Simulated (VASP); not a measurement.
Ca: relaxation of cell and atoms with r2SCAN

Crystal: Ca.

```xyz
1
Lattice="-2.2400 2.2400 2.2400 2.2400 -2.2400 2.2400 2.2400 2.2400 -2.2400" Properties=species:S:1:pos:R:3 pbc="T T T"
Ca    0.0000    0.0000    0.0000
```

This isn't the form of Ca at room conditions, which is fcc.

```yaml
Program: VASP 6.6.1
Task: relaxation of cell and atoms
Functional: r2SCAN
Potentials_or_basis: VASP PAW PBE potentials, release 64 (Ca_sv)
Cutoff: 600 eV
k_mesh: 8 × 8 × 8
Occupations: fermi-dirac, width 0.05 eV
Spin: no spin polarisation
Further_INCAR_settings: ALGO = Normal; EDIFF = 1e-06; IBRION = 2; EDIFFG = -0.02; NSW = 40; ISIF = 3
```

- Relaxed volume: 43.58 Å³/atom
- Relaxed cell: a = 3.840 Å, b = 3.840 Å, c = 3.840 Å, α = 109.47°, β = 109.47°, γ = 109.47°
- Space group after relaxing (to 0.05 Å): Im-3m (No. 229)
- Energy gained by relaxing: 2.5 meV/atom
- Ionic steps: 3
- Pressure after relaxing: 0.0 GPa
- Band gap on the k mesh: none (metal or under the smearing width)

Step by step:
```tsv
step	energy change (eV)	largest force (eV/Å)	pressure (GPa)	volume (Å³)
1	0.0000	0.0000	-0.55	44.96
2	-0.0023	0.0000	-0.17	43.96
3	-0.0025	0.0000	-0.02	43.58
```

Final structure:
```
CELL_PARAMETERS angstrom
-2.21680 2.21680 2.21680
2.21680 -2.21680 2.21680
2.21680 2.21680 -2.21680
ATOMIC_POSITIONS crystal
Ca 0.00000 0.00000 0.00000
```

Levels at points of the mesh, in eV from the Fermi level:
| k point | band 1 | band 2 | band 3 | band 4 | band 5 | band 6 | band 7 | band 8 | band 9 |
| --- | --- | --- | --- | --- | --- | --- | --- | --- | --- |
| (0.00, 0.00, 0.00) | -43.87 | -23.90 | -23.90 | -23.90 | -4.24 | 2.65 | 2.65 | 2.65 | 3.72 |
| (0.50, 0.00, 0.00) | -43.86 | -24.04 | -23.95 | -23.90 | -0.81 | -0.13 | 1.63 | 3.63 | 4.00 |
| (0.50, 0.50, 0.50) | -43.85 | -24.00 | -24.00 | -24.00 | 0.20 | 0.20 | 4.08 | 4.08 | 4.08 |

It took 73 s on 1 thread of Intel(R) Xeon(R) 6975P-C (Granite Rapids), with other jobs on the host, peak memory 0.2 GiB.

Caveat: the PAW data sets were made with another functional, which shifts forces and pressure a little.
